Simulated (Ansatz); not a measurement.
Set up this calculation in Ansatz 0.2.0, as the native input.

```yaml
Task: single point
Functional: PBEsol
Potentials_or_basis: Ansatz PAW
Cutoff: "420 eV (not typed: the program's choice for these potentials)"
k_mesh: 6 × 6 × 7
Occupations: fermi-dirac, width 0.05 eV
Spin: collinear spin, ferromagnetic start
Starting_moments: "[0.0, 0.0, 0.0, 4.5, 4.5, 4.5] μB"
```

FeGe:

```
Ge Fe
1.0
     4.99760    0.00000    0.00000
    -2.49880    4.32805    0.00000
     0.00000    0.00000    4.11576
Ge Fe
3 3
Direct
  0.66667 0.33333 0.50000
  0.33333 0.66667 0.50000
  0.00000 0.00000 0.00000
  0.00000 0.50000 0.00000
  0.50000 0.50000 0.00000
  0.50000 0.00000 0.00000
```

The cell is a database's computed one.

These files were run (other wordings do the same):

input.yaml

```yaml
crystal:
  lattice:
    - [4.9976023358, 0.0, 0.0]
    - [-2.4988011679, 4.3280505808, 0.0]
    - [0.0, 0.0, 4.11576135]
  atoms:
    - { symbol: Ge, position: [0.6666666667, 0.3333333333, 0.5] }
    - { symbol: Ge, position: [0.3333333333, 0.6666666667, 0.5] }
    - { symbol: Ge, position: [0.0, 0.0, 0.0] }
    - { symbol: Fe, position: [0.0, 0.5, 0.0], spin: 4.5 }
    - { symbol: Fe, position: [0.5, 0.5, 0.0], spin: 4.5 }
    - { symbol: Fe, position: [0.5, 0.0, 0.0], spin: 4.5 }
hamiltonian:
  xc: pbesol
  pseudopotentials: { kind: paw }
magnetization:
  spin_polarized: true
kpoints:
  mp_grid: { grid: [6, 6, 7] }
scf:
  occupations: { method: fermi_dirac, width: 0.05 }
output:
  forces: true
  stress: true
  eigenvalues: true
  write_density: true
  write_potential: true
  elf: true
  volumetric_format: npy
```

Potentials or basis: Ansatz PAW.

Command:

```sh
$ ansatz run input.yaml --threads 2 --pin off --max-ram 5632MiB --backend cpu --events-out ev --progress --plain --runs-dir out
```

It gave:

```json
{
 "Pressure": "-10.2 GPa",
 "Band gap on the k mesh": "none (metal or under the smearing width)",
 "Net moment": "4.26 μB per cell",
 "Absolute moment": "4.91 μB per cell",
 "Site moments": "Ge -0.04, -0.07; Fe +1.50 μB"
}
```

Caveat: the PAW data sets come from PBE, with cores solved anew for the run's functional, which leaves a small shift of forces and pressure.

It took 31 s on 2 threads of AMD EPYC (Zen 3) (shared host), peak memory 0.6 GiB.
